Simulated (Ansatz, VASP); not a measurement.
Na3H: VASP beside Ansatz

File INCAR:

```
PREC = Accurate ; ENCUT = 520
EDIFF = 1E-6 ; ISMEAR = 0
SIGMA = 0.1 ; LREAL = False
LASPH = True ; NELM = 80
ALGO = Normal ; ISIF = 2
LWAVE = False ; LCHARG = True
GGA = PE ; LELF = True
LVHAR = True ; NBANDS = 19
```

KPOINTS

```
Automatic mesh
0
Gamma
  4 4 4
```

POSCAR

```
Na3H
1.0
    4.0358426600      0.0000000000      0.0000000000
    0.0000000000      4.0358426600      0.0000000000
    0.0000000000      0.0000000000      3.9943597200
Na H
3 1
Direct
    0.0000000000      0.5000000000      0.5000000000
    0.5000000000      0.0000000000      0.5000000000
    0.5000000000      0.5000000000      0.0000000000
    0.0000000000      0.0000000000      0.0000000000
```

Input for Ansatz:

```yaml
crystal:
  lattice:
    - [4.03584266, 0.0, 0.0]
    - [0.0, 4.03584266, 0.0]
    - [0.0, 0.0, 3.99435972]
  atoms:
    - { symbol: Na, position: [0.0, 0.5, 0.5] }
    - { symbol: Na, position: [0.5, 0.0, 0.5] }
    - { symbol: Na, position: [0.5, 0.5, 0.0] }
    - { symbol: H, position: [0.0, 0.0, 0.0] }
basis:
  ecutwfc: 420
kpoints:
  mp_grid: { grid: [4, 4, 4] }
hamiltonian:
  xc: pbe
scf:
  occupations: { method: gaussian, width: 0.1 }
  lower_state_search: "off"
output:
  forces: true
  stress: true
  eigenvalues: true
```

Change from the starting cell: species swapped into the Cu3Pd type (P4/mmm, No. 123).

Alike in both runs: task single point; functional PBE; k mesh 4 × 4 × 4; occupations gaussian, width 0.1 eV; no spin polarisation.

|  | VASP | Ansatz |
| --- | --- | --- |
| version | VASP 6.6.1 | Ansatz 0.2.0 |
| potentials or method | VASP PAW PBE potentials, release 64 (Na_pv, H) | scalar-relativistic, plane waves, PAW |
| plane-wave cutoff (eV) | 520 | 420 |
| valence electrons in the cell | 22 | 28 |

```csv
,VASP,Ansatz,Ansatz less VASP
gap on the k mesh at the Fermi level (eV),none,none,-
pressure (GPa),11.7,11.7,0.00
```

A gap of «none» marks a metal or a gap that the smearing closes. The two sets of potentials don't hold the same shells in valence.

Caveats: the k mesh is coarse (spacing up to 0.39 Å⁻¹), so the values aren't converged.
